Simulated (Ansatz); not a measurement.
The system is HfC.

```xyz
2
Lattice="0.0000 2.3250 2.3250 2.3250 0.0000 2.3250 2.3250 2.3250 0.0000" Properties=species:S:1:pos:R:3 pbc="T T T"
Hf    2.3174    2.2719    2.3181
C     0.0297   -0.0376    0.0215
```

The cell isn't the ideal one: atoms moved at random, drawn with an rms of 0.05 Å.

Below is the output of Ansatz 0.2.0 for this cell. Logs are shortened: lines on timing, memory, paths and dates and some standing lists are left out, and cuts for length are marked.

```text
Warning: RAYON_NUM_THREADS=2 ignored (pool sized by the plan → 2); use --threads N
Engine: ansatz 0.2.0, x86_64-unknown-linux-gnu
Pseudopotentials: kind: paw
Pseudopotential: Hf, paw, valence charge 26, recommended cutoff 420 eV (normal), Hf.paw.azcp
Pseudopotential: C, paw, valence charge 4, recommended cutoff 420 eV (normal), C.paw.azcp
Functional definition: PBEsol
  exchange = pbesol_x
  correlation = pbesol_c
Crystal: 2 atoms, lattice volume = 25.136 Å³
Basis set: ecut = 420 eV, 531 PW (Γ), exchange–correlation on 48×48×48 points (8 copies of the dense FFT grid, shifted against one another)
Bands: 19, of which v1, the nominal top of the filled ones, is band 15 counted from 1 (14 counted from 0)
Symmetry: 1 space group operations
Space group: P1 (ITA 1), of the structure as read, at distance tolerance 2.9e-5 Å
k-points: 504 of 1000 (time reversal used)
Non-local potential: Hf, projectors of the file, l = 0: 3, l = 1: 2, l = 2: 2, l = 3: 3
Non-local potential: C, projectors of the file, l = 0: 2, l = 1: 2, l = 2: 1
PAW form: soft (Blöchl's): semilocal exchange-correlation on the pseudo side does not see the compensation charge
PAW frozen core: Hf, regenerated for the run's functional, and the local potential with it (the file was generated under x = pbe(κ = 0.804, μ = 0.2195149727645171), c = pbe(β = 0.06672455060314922))
PAW frozen core: C, regenerated for the run's functional, and the local potential with it (the file was generated under x = pbe(κ = 0.804, μ = 0.2195149727645171), c = pbe(β = 0.06672455060314922))
PAW one-centre angular grid: Hf, 590 points (default); XC on 64 Gauss nodes
PAW one-centre angular grid: C, 110 points (default); XC on 64 Gauss nodes
Initial density: superposition of atomic densities (neutral atoms: chi_scale 0, normalization atom), corrected by the library's trained network
Initial wavefunctions: pseudopotential atomic-orbital guess
Functional: x = pbesol(κ = 0.804, μ = 0.12345679012345678), c = pbesol(β = 0.046)
SCF iter   1: F=—  HF=-15846.687799 eV  |F-HF|=—  |Δ(HF+E_count)|=         —  Δρ=9.21e-3  dr2=2.69e-2  ethr=1.77e-3  ⟨swp⟩=5.1  Hψ=39949  notcnv=0
preconditioner: auto → Kerker (q_TF=auto, 2.810 Å⁻¹)  [metal: Δε(μ)=0.046 eV  Ē_g=18.094 eV  σ=0.050 eV  W_gap=0.22  n_scr=14 (ndim 8)  ℏωp=39.2 eV  f_vac=0.000  D(μ)=0.38/eV (n_scr^D=0)]
SCF iter   2: F=—  HF=-15846.681544 eV  |F-HF|=—  |Δ(HF+E_count)|=   6.26e-3  Δρ=2.89e-3  dr2=2.43e-3  ethr=8.96e-5  ⟨swp⟩=1.9  Hψ=14760  notcnv=0
SCF iter   3: F=—  HF=-15846.681014 eV  |F-HF|=—  |Δ(HF+E_count)|=   5.30e-4  Δρ=6.42e-4  dr2=4.12e-5  ethr=8.10e-6  ⟨swp⟩=2.0  Hψ=15104  notcnv=0
SCF iter   4: F=—  HF=-15846.680995 eV  |F-HF|=—  |Δ(HF+E_count)|=   1.93e-5  Δρ=4.55e-4  dr2=2.67e-5  ethr=1.37e-7  ⟨swp⟩=2.1  Hψ=17506  notcnv=0
SCF iter   5: F=—  HF=-15846.680998 eV  |F-HF|=—  |Δ(HF+E_count)|=   3.53e-6  Δρ=1.28e-4  dr2=3.20e-6  ethr=8.90e-8  ⟨swp⟩=1.4  Hψ=10200  notcnv=0
SCF iter   6: F=—  HF=-15846.680997 eV  |F-HF|=—  |Δ(HF+E_count)|=   1.03e-6  Δρ=2.55e-5  dr2=8.42e-8  ethr=3.33e-10  ⟨swp⟩=4.2  Hψ=49659  notcnv=0
SCF iter   7: F=-15846.680997 eV  HF=-15846.680997 eV  |F-HF|=3.68e-8  |Δ(HF+E_count)|=   3.39e-9  Δρ=9.72e-6  dr2=1.83e-8  ethr=2.81e-10  ⟨swp⟩=4.0  Hψ=31676  notcnv=0
SCF 1 converged in 7 iterations: F = -15846.680997 eV  dr2 = 1.83e-8
  greatest PAW one-centre occupation: 0.998 electrons in one spin orbital (limit 2), on the Hf atom at site 0 (counted from 0), in its partial waves of l = 0
SCF converged after 7 iterations
Free energy (F): -15846.680997 eV
Harris-Foulkes:  -15846.680997 eV  (|F-HF|=3.68e-8)
Internal energy: -15846.677880 eV  (E = F + TS)
E sigma→0 (E₀):  -15846.679439 eV
Entropy (-TS):   -0.003117 eV (-1.558 meV/atom)
Fermi energy:    20.030623 eV
--- Per-component energies (eV) ---
  E_band       = 108.309345
  E_kinetic    = 510.962489
  E_local      = -4993.917664  (includes V_loc(G=0)·N_el)
  E_nonlocal   = -1211.343890
  E_hartree    = 2357.859985
  E_xc         = -346.070480
  E_vxc        = -326.263514  (∫ρ·V_xc dr)
  E_paw        = -6902.303396  (= ΣΔE_a)
  E_vpaw       = 1413.143062  (= ΣTr[D̂ρ^β])
  E_aug_tail   = 0.000006  (compensation charges beyond the density's cutoff)
  E_ewald      = -5263.137124
  E_core_change = 1.272192  (= ΣΔE_core)
  E_smearing   = -0.003117  (= −TS)
  E_closure    = -0.000000  (closes the sum)
  Σ components = -15846.680997   (vs F -15846.680997, Δ=0.00e0)
--- Forces (eV/Å), atoms counted from 1 ---
  atom   1  Hf     0.27881366     0.11726533     0.21349386
  atom   2  C     -0.27881620    -0.11726753    -0.21349651
  max |Σ_I F_I| component: 2.65e-6 eV/Å
--- Stress (GPa, compression-positive) ---
       -6.130098      -0.087698      -0.158859
       -0.087698      -6.436207      -0.066405
       -0.158859      -0.066405      -6.288308
  P = ⅓ Tr σ = -6.2849 GPa (-62.849 kbar)
--- Band table (eV; the first three rows and the last of 504) ---
  k-point 0: bands = ["-41.0941", "-9.5538", "-9.5536", "-9.5533", "7.6700", "8.9327", "8.9415", "8.9415", "8.9427", "9.0231", "9.0231", "9.0235", "20.8081", "20.8778", "20.9715", "21.3157", "21.4439", "21.5400", "23.3345"]
  k-point 1: bands = ["-41.0903", "-9.6232", "-9.5604", "-9.5601", "7.9130", "8.9363", "8.9450", "8.9473", "8.9519", "9.0176", "9.0179", "9.0234", "19.5360", "19.9914", "20.0710", "21.7031", "21.7244", "22.1181", "24.4574"]
  k-point 2: bands = ["-41.0801", "-9.8008", "-9.5779", "-9.5777", "8.5324", "8.9464", "8.9615", "8.9627", "9.0042", "9.0045", "9.0240", "9.0316", "17.8113", "18.7508", "18.7836", "22.4269", "22.4475", "22.6652", "26.4437"]
  k-point 503: bands = ["-41.0534", "-10.2372", "-9.6232", "-9.6228", "8.8397", "8.9658", "8.9659", "8.9773", "9.0130", "9.0130", "9.0259", "11.5909", "13.7876", "16.9483", "16.9495", "25.2279", "25.2338", "25.6902", "26.5167"]
```

Q: Write the input and the command behind it.

A: Single point with PBEsol, no spin polarisation. The files as run (others can give the same):

input.yaml
```yaml
crystal:
  lattice:
    - [0.0, 2.325, 2.325]
    - [2.325, 0.0, 2.325]
    - [2.325, 2.325, 0.0]
  atoms:
    - { symbol: Hf, position: [0.488724, 0.508325, 0.488419] }
    - { symbol: C, position: [-0.009852, 0.0191, -0.006335] }
hamiltonian:
  xc: pbesol
  pseudopotentials: { kind: paw }
kpoints:
  mp_grid: { grid: [10, 10, 10] }
scf:
  occupations: { method: fermi_dirac, width: 0.05 }
output:
  forces: true
  stress: true
  eigenvalues: true
```

Potentials or basis: Ansatz PAW.
Launch:
```console
$ ansatz run input.yaml --threads 2 --pin off --max-ram 5632MiB --backend cpu --events-out ev --progress --plain --runs-dir out
```

Caveat: the PAW data sets come from PBE, with cores solved anew for the run's functional, which leaves a small shift of forces and pressure.
